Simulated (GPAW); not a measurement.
Input of a GPAW 26.7.0 run:

Contents of run.py:

```python
from ase import Atoms
from ase.filters import FrechetCellFilter
from ase.io import write
from ase.optimize import BFGS
from ase.units import GPa
from gpaw import GPAW, PW, setup_paths

setup_paths.insert(0, '.')

atoms = Atoms(['Co', 'Co', 'Co', 'Ti'],
              cell=[[3.571, 0.0, 0.0],
                    [0.0, 3.571, 0.0],
                    [0.0, 0.0, 3.571]],
              scaled_positions=[[0.5, 0.5, 0.0],
                                [0.5, 0.0, 0.5],
                                [0.0, 0.5, 0.5],
                                [0.0, 0.0, 0.0]],
              pbc=True)
atoms.set_initial_magnetic_moments([2.0, 2.0, 2.0, 1.0])

calc = GPAW(mode=PW(600),
            xc='PBEsol',
            kpts={'size': (6, 6, 6), 'gamma': True},
            occupations={'name': 'fermi-dirac', 'width': 0.05},
            nbands=39,
            convergence={'density': 1e-05, 'forces': 0.0001},
            maxiter=150,
            txt='gpaw.txt')
atoms.calc = calc
opt = BFGS(FrechetCellFilter(atoms, scalar_pressure=2 * GPa), trajectory='relax.traj', logfile='-')
done = opt.run(fmax=0.02, steps=60)
calc.write('gs.gpw')
write('result.traj', atoms)
print('Converged:', done)
print('Cell:', atoms.cell.cellpar().round(4))
print('Volume:', round(atoms.get_volume(), 4))
print(atoms.get_scaled_positions().round(5))
```

Potentials or basis: PAW data sets generated in the run's folder for this functional, pw.

Run with:

```bash
$ gpaw-setup -f PBEsol Co Ti
$ OMP_NUM_THREADS=1 python run.py
```

(1) Estimate the relaxed volume.

(2) Predict the relaxed cell.

(3) What does it give for the space group after relaxing (to 0.05 Å)?

Results:

(1) 11.09 Å³/atom.

(2) a = 3.540 Å, b = 3.540 Å, c = 3.540 Å, α = 90.00°, β = 90.00°, γ = 90.00°.

(3) Pm-3m (No. 221).

Caveat: each step starts from the last one's moments, so a moment once lost doesn't come back; later steps reuse the first step's grids.
